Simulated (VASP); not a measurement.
# MnO (P6_3mc) in VASP: a series of runs, part 2 of 2

VASP 6.6.1. The steps go on from the part before.

## (3) Single point, PBE+D4, collinear spin, typed start

This run uses another cell than the first one, of 12.90 Å³/atom, 0.973 times its volume.

File INCAR:

```
ALGO = Normal
EDIFF = 1E-7
ENCUT = 520
GGA = PE
ISIF = 2
ISMEAR = 0
ISPIN = 2
ISYM = 0
IVDW = 13
LASPH = T
LCHARG = T
LELF = T
LMAXMIX = 4
LORBIT = 11
LREAL = F
LVHAR = T
LWAVE = F
MAGMOM = 4.22 4.22 0.25 0.25
NBANDS = 31
NELM = 150
PREC = Accurate
SIGMA = 0.1
```

File KPOINTS:

```
Automatic mesh
0
Gamma
  4 4 1
  0.25 0.25 0.25
```

File POSCAR:

```
MnO
1.0
    3.3410783413      0.0000000000      0.0000000000
   -1.6705391706      2.8934587196      0.0000000000
    0.0000000000      0.0000000000      5.3365876110
Mn O
2 2
Direct
    0.3333333333      0.6666666667      0.0109600000
    0.6666666667      0.3333333333      0.5109600000
    0.3333333333      0.6666666667      0.3754700000
    0.6666666667      0.3333333333      0.8754700000
```

Potentials or basis: VASP PAW PBE potentials, release 64 (Mn_pv, O).

The run is started by

```bash
cat potpaw_PBE.64/Mn_pv/POTCAR potpaw_PBE.64/O/POTCAR > POTCAR
mpirun -np 1 vasp_std > vasp.out
```

OUTCAR:

```text
EDIFF = 1E-7
   ENCUT = 520
   GGA = PE
   ISIF = 2
   ISMEAR = 0
   ISPIN = 2
   ISYM = 0
   IVDW = 13
   LASPH = T
   LORBIT = 11
   LREAL = F
   NELM = 150
   PREC = Accurate

 ion  position               nearest neighbor table
   1  0.333  0.667  0.011-   3 1.95   4 2.06   4 2.06   4 2.06
   2  0.667  0.333  0.511-   4 1.95   3 2.06   3 2.06   3 2.06
   3  0.333  0.667  0.375-   1 1.95   2 2.06   2 2.06   2 2.06
   4  0.667  0.333  0.875-   2 1.95   1 2.06   1 2.06   1 2.06

IMPORTANT INFORMATION: All symmetrisations will be switched off!
NOSYMM: (Re-)initialisation of all symmetry stuff for point group C_1.

----------------------------------------------------------------------------------------

                                     Primitive cell

  volume of cell :      51.5902

  direct lattice vectors                    reciprocal lattice vectors
     3.341078341  0.000000000  0.000000000     0.299304565  0.172803571  0.000000000
    -1.670539171  2.893458720  0.000000000     0.000000000  0.345607142  0.000000000
     0.000000000  0.000000000  5.336587611     0.000000000  0.000000000  0.187385662

  length of vectors
     3.341078341  3.341078341  5.336587611     0.345607142  0.345607142  0.187385662

  position of ions in fractional coordinates (direct lattice)
     0.333333333  0.666666667  0.010960000
     0.666666667  0.333333333  0.510960000
     0.333333333  0.666666667  0.375470000
     0.666666667  0.333333333  0.875470000

  ion indices of the primitive-cell ions
   primitive index   ion index
                 1           1
                 2           2
                 3           3
                 4           4

----------------------------------------------------------------------------------------

 KPOINTS: Automatic mesh

Automatic generation of k-mesh.
 Grid dimensions read from file:
 generate k-points for:    4    4    1

 Generating k-lattice:

  Cartesian coordinates                     Fractional coordinates (reciprocal lattice)
     0.074826141  0.043200893  0.000000000     0.250000000  0.000000000  0.000000000
     0.000000000  0.086401786  0.000000000     0.000000000  0.250000000  0.000000000
     0.000000000  0.000000000  0.187385662     0.000000000  0.000000000  1.000000000

  Length of vectors
     0.086401786  0.086401786  0.187385662

  Shift w.r.t. Gamma in fractional coordinates (k-lattice)
     0.250000000  0.250000000  0.250000000

 Subroutine IBZKPT returns following result:
 ===========================================

 Found     96 irreducible k-points:

 Following reciprocal coordinates:
            Coordinates               Weight
  0.062500  0.062500  0.250000      2.000000
 -0.062500  0.125000  0.250000      2.000000
 -0.125000  0.062500  0.250000      2.000000
 -0.062500 -0.062500  0.250000      2.000000
  0.062500 -0.125000  0.250000      2.000000
  0.125000 -0.062500  0.250000      2.000000
[... 16 lines left out ...]
  0.062500  0.375000  0.250000      2.000000
 -0.375000  0.437500  0.250000      2.000000
 [... further k-points ...]
   k-points           NKPTS =     96   k-points in BZ     NKDIM =     96   number of bands    NBANDS=     31
   number of dos      NEDOS =    301   number of ions     NIONS =      4
   total plane-waves  NPLWV =  31360
   dimension x,y,z NGX =    28 NGY =   28 NGZ =   40
   dimension x,y,z NGXF=    56 NGYF=   56 NGZF=   80
   ions per type =               2   2
   NGX,Y,Z   is equivalent  to a cutoff of  13.93, 13.93, 12.46 a.u.
   NGXF,Y,Z  is equivalent  to a cutoff of  27.86, 27.86, 24.92 a.u.
 SYSTEM =  unknown system
   PREC   = accura    normal or accurate (medium, high low for compatibility)
   ISTART =      0    job   : 0-new  1-cont  2-samecut
   ICHARG =      2    charge: 1-file 2-atom 10-const
   ISPIN  =      2    spin polarized calculation?
   LNONCOLLINEAR =      F non collinear calculations
   LSORBIT =      F    spin-orbit coupling
   LASPH  =      T    aspherical Exc in radial PAW
   ENCUT  =  520.0 eV  38.22 Ry    6.18 a.u.   6.21  6.21  9.92*2*pi/ulx,y,z
   NELM   =    150;   NELMIN=  2; NELMDL= -5     # of ELM steps
   EDIFF  = 0.1E-06   stopping-criterion for ELM
   LREAL  =      F    real-space projection
   EDIFFG = 0.1E-05   stopping-criterion for IOM
   NSW    =      0    number of steps for IOM
   IBRION =     -1    ionic relax: 0-MD 1-quasi-New 2-CG
   NFREE  =      0    steps in history (QN), initial steepest desc. (CG)
   ISIF   =      2    stress and relaxation
   ISYM   =      0    0-nonsym 1-usesym 2-fastsym
   POTIM  = 0.5000    time-step for ionic-motion
   TEBEG  =    0.0;   TEEND  =   0.0 temperature during run
   PSTRESS=    0.0 pullay stress
   NELECT =      38.0000    total number of electrons
   NUPDOWN=      -1.0000    fix difference up-down
   EMIN   =  10.00;   EMAX   =-10.00  energy-range for DOS
   EFERMI =   0.00;   METHOD = LEGACY
   ISMEAR =     0;   SIGMA  =   0.10  broadening in eV -4-tet -1-fermi 0-gaus
   EFERMI_NEDOS =   21; number of points for ismear=-14 and -15
   IALGO  =     38    algorithm
   IMIX   =      4    mixing-type and parameters
     AMIX     =   0.40;   BMIX     =  1.00
     AMIX_MAG =   1.60;   BMIX_MAG =  1.00
  volume/ion in A,a.u.               =      12.90        87.04
  Fermi-wavevector in a.u.,A,eV,Ry     =   1.478473  2.793910 29.740750  2.185883
  Thomas-Fermi vector in A             =   2.592750
   LORBIT       =     11    0 simple, 1 ext, 2 COOP (PROOUT), +10 PAW based schemes
   GGA     = PE    functional components
   LHFCALC =     F    Hartree Fock is set to
   AEXX    =    0.0000 exact exchange contribution
   IVDW    =    13    specifies the selected vdW correction
   LEPSILON=     F    determine dielectric tensor
   LRPA    =     F    only Hartree local field effects (RPA)
 spin polarized calculation
 Gauss-broadening in eV      SIGMA  =   0.10
  energy-cutoff  :      520.00
  volume of cell :       51.59
 maximum number of plane-waves:      1394
 NGX is ok and might be reduce to    28
   NGX = 13   NGY = 13   NGZ = 19

 number of electron      38.0000010 magnetization      10.0000913

 number of electron      38.0000010 magnetization       9.9999565

 Free energy of the ion-electron system (eV)
  ---------------------------------------------------
  ext. energy  EPLUGINS =         0.00000000
  ---------------------------------------------------
  free energy    TOTEN  =       -32.69288183 eV

  energy without entropy =      -32.69287076  energy(sigma->0) =      -32.69287629

 E-fermi :   6.2730     XC(G=0): -10.7243

 val. band max:        6.0315635471   @ k =  -0.0625   0.1250   0.2500
 cond. band min:       6.5267716820   @ k =  -0.3125  -0.3125   0.2500
 fundamental gap:      0.4952081349
 Fermi energy:         6.2730008984

 spin component 1

 k-point     1 :       0.0625    0.0625    0.2500
  band No.  band energies     occupation
      1     -44.4231      1.00000
      2     -44.4198      1.00000
      3     -44.4172      1.00000
      4     -44.4152      1.00000
      5     -44.4147      1.00000
      6     -44.3881      1.00000
[... 805 lines left out ...]
     30      16.6125      0.00000
     31      17.3968      0.00000

 [... further k-points ...]

 spin component 2

 k-point     1 :       0.0625    0.0625    0.2500
  band No.  band energies     occupation
      1     -39.7218      1.00000
      2     -39.6980      1.00000
      3     -39.6965      1.00000
      4     -39.6941      1.00000
      5     -39.6898      1.00000
      6     -39.6813      1.00000
[... 805 lines left out ...]
     30      18.0825      0.00000
     31      19.1380      0.00000

 [... further k-points ...]

------------------------ aborting loop because EDIFF is reached ----------------------------------------

  DFT-D4 for vdW energy calculation

  Edisp (eV):   -1.12966

  FORCE on cell =-STRESS in cart. coord.  units (eV):
  Direction    XX          YY          ZZ          XY          YZ          ZX
  --------------------------------------------------------------------------------------
  -------------------------------------------------------------------------------------
  Total       1.33776     1.33771     4.50531    -0.00004    -0.00000    -0.00000
  in kB      41.54512    41.54376   139.91608    -0.00121    -0.00000    -0.00000
  external pressure =       74.33 kB  Pullay stress =        0.00 kB

 VOLUME and BASIS-vectors are now :
 -----------------------------------------------------------------------------
  energy-cutoff  :      520.00
  volume of cell :       51.59
      direct lattice vectors                 reciprocal lattice vectors
     3.341078341  0.000000000  0.000000000     0.299304565  0.172803571  0.000000000
    -1.670539171  2.893458720  0.000000000     0.000000000  0.345607142  0.000000000
     0.000000000  0.000000000  5.336587611     0.000000000  0.000000000  0.187385662

 POSITION                                       TOTAL-FORCE (eV/Angst)
 -----------------------------------------------------------------------------------
     -0.00000      1.92897      0.05849         0.000001     -0.000001     -0.685477
      1.67054      0.96449      2.72678        -0.000001      0.000001     -0.685477
     -0.00000      1.92897      2.00373        -0.000006      0.000003      0.685477
      1.67054      0.96449      4.67202         0.000006     -0.000004      0.685477
 -----------------------------------------------------------------------------------
    total drift:                               -0.000000     -0.000000      0.000969

  FREE ENERGIE OF THE ION-ELECTRON SYSTEM (eV)
  ---------------------------------------------------
  free  energy   TOTEN  =       -33.8225423464 eV

  energy  without entropy=      -33.8225312789  energy(sigma->0) =      -33.82253681

 total charge

# of ion       s       p       d       tot
------------------------------------------
    1        0.247   6.243   4.970  11.460
    2        0.247   6.243   4.970  11.460
    3        1.556   3.476   0.000   5.032
    4        1.556   3.476   0.000   5.032
--------------------------------------------------
tot          3.606  19.439   9.940  32.985

 magnetization (x)

# of ion       s       p       d       tot
------------------------------------------
    1        0.038   0.066   4.301   4.405
    2        0.038   0.066   4.301   4.405
    3        0.021   0.193   0.000   0.213
    4        0.021   0.193   0.000   0.213
--------------------------------------------------
tot          0.117   0.518   8.603   9.237
```

OSZICAR:

```text
N       E                     dE             d eps       ncg     rms          rms(c)
DAV:   1     0.453076719819E+03    0.45308E+03   -0.21268E+04 11920   0.146E+03
DAV:   2    -0.759570708891E+00   -0.45384E+03   -0.42366E+03 12296   0.438E+02
DAV:   3    -0.375834150321E+02   -0.36824E+02   -0.35990E+02 13528   0.134E+02
DAV:   4    -0.381452002248E+02   -0.56179E+00   -0.56138E+00 12443   0.177E+01
DAV:   5    -0.381511552899E+02   -0.59551E-02   -0.59549E-02 13570   0.189E+00    0.231E+01
DAV:   6    -0.332974337392E+02    0.48537E+01   -0.26915E+01 14651   0.497E+01    0.206E+01
DAV:   7    -0.326967383117E+02    0.60070E+00   -0.37244E+00 12064   0.251E+01    0.132E+01
DAV:   8    -0.327157389808E+02   -0.19001E-01   -0.49446E-01 13213   0.417E+00    0.759E+00
DAV:   9    -0.326875947271E+02    0.28144E-01   -0.90686E-02 12002   0.277E+00    0.163E+00
DAV:  10    -0.326906360850E+02   -0.30414E-02   -0.21233E-02 12100   0.136E+00    0.622E-01
DAV:  11    -0.326926381509E+02   -0.20021E-02   -0.21828E-03 12401   0.433E-01    0.156E-01
DAV:  12    -0.326928129889E+02   -0.17484E-03   -0.12476E-04 13339   0.111E-01    0.564E-02
DAV:  13    -0.326928481302E+02   -0.35141E-04   -0.30643E-05 13067   0.475E-02    0.531E-02
DAV:  14    -0.326928802634E+02   -0.32133E-04   -0.35585E-05 12037   0.369E-02    0.119E-02
DAV:  15    -0.326928811305E+02   -0.86717E-06   -0.18557E-06 13367   0.121E-02    0.506E-03
DAV:  16    -0.326928816623E+02   -0.53174E-06   -0.50926E-07 11450   0.646E-03    0.162E-03
DAV:  17    -0.326928818154E+02   -0.15316E-06   -0.24807E-07 11187   0.283E-03    0.833E-04
DAV:  18    -0.326928818287E+02   -0.13233E-07   -0.18982E-08  6764   0.117E-03
   1 F= -.33822542E+02 E0= -.33822537E+02  d E =-.110675E-04  mag=    10.0000
```

Wall time 5.8 min (1 thread of Intel Xeon Platinum 8488C (Sapphire Rapids), shared host); peak memory 0.34 GiB.

What came out:

* Free energy: -33.8225 eV
* Pressure: 7.4 GPa
* Largest force: 0.685 eV/Å
* Band gap on the k mesh: 0.50 eV, indirect (least direct gap 0.58 eV)
* Net moment: 10.00 μB per cell
* Site moments: Mn +4.41; O +0.21 μB
* Valence electrons inside the program's atomic spheres: Mn 11.46; O 5.03
* Dispersion energy per atom: -0.282 eV

Forces on the atoms (eV/Å):
```
Mn   0.000  0.000 -0.685
Mn   0.000  0.000 -0.685
O    0.000  0.000  0.685
O    0.000  0.000  0.685
```

Stress tensor (GPa, compression positive):
```
 4.15  0.00  0.00
 0.00  4.15  0.00
 0.00  0.00 13.99
```

Caveat: the k mesh is coarse (spacing up to 1.18 Å⁻¹), so the values aren't converged. A k mesh can miss the band edges.
